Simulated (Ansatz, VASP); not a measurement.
One calculation of Bi, two programs

```
Bi
1.0
     2.99266    0.00000    0.00000
     0.00000    2.99266    0.00000
     0.00000    0.00000    2.99266
Bi
1
Cartesian
  0.0000 0.0000 0.0000
```

Change from the starting cell: volume scaled by 0.8, LAPW.

Alike in both runs: task single point; functional PBEsol; k mesh 12 × 12 × 12; occupations fermi-dirac, width 0.05 eV; no spin polarisation.

|  | VASP | Ansatz |
| --- | --- | --- |
| version | VASP 6.6.1 | Ansatz 0.2.0 |
| potentials or method | VASP PAW PBE potentials, release 64 (Bi_d), cutoff 520 eV | all-electron LAPW, scalar-relativistic |

```tsv
	VASP	Ansatz	Ansatz less VASP
pressure (GPa)	19.7	19.8	+0.10
```

Ansatz ran all-electron here, so the differences hold the error of VASP's frozen core and of both bases.

Caveats: so large a pressure means that the cell lies far from this level's equilibrium, or that cutoff or potentials fall short (VASP); the potentials were made for another functional, which shifts forces and pressure (VASP).
